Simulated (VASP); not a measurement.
Write the native input for VASP 6.6.1 that does the following.

```
Task                   : single point
Functional             : PBE
Potentials or basis    : VASP PAW PBE potentials, release 64 (Cl)
Cutoff                 : 520 eV
k mesh                 : 11 × 11 × 6
Occupations            : fermi-dirac, width 0.1 eV
Spin                   : no spin polarisation
Dipole correction      : no
Further INCAR settings : ALGO = Normal; EDIFF = 1e-07; NBANDS = 14
```

The structure of Cl lies in POSCAR:

```
Cl
1.0
    3.6790054219      0.0000000000      0.0000000000
   -1.8395027109      3.1861121560      0.0000000000
    0.0000000000      0.0000000000      3.9410768623
Cl
2
Direct
    0.3333333333      0.6666666667      0.2500000000
    0.6666666667      0.3333333333      0.7500000000
```

The cell was built by a generator and needn't be a form met in nature.

The input as run:

INCAR

```
ALGO = Normal
EDIFF = 1E-7
ENCUT = 520
GGA = PE
ISIF = 2
ISMEAR = -1
LASPH = T
LCHARG = T
LELF = T
LREAL = F
LVHAR = T
LWAVE = F
NBANDS = 14
NELM = 100
PREC = Accurate
SIGMA = 0.1
```

KPOINTS

```
k-points
0
Gamma
  11 11 6
```

Potentials or basis: VASP PAW PBE potentials, release 64 (Cl).

Command:

```bash
$ cat potpaw_PBE.64/Cl/POTCAR > POTCAR
$ mpirun -np 1 vasp_std > vasp.out
```

Results of the run:

| Property | Result |
| --- | --- |
| Pressure | -0.1 GPa |
| Band gap on the k mesh | none (metal or under the smearing width) |

Run time: 33 s on 1 thread of Intel(R) Xeon(R) Platinum 8375C CPU @ 2.90GHz (Ice Lake), on a shared host, peak memory 0.16 GiB.
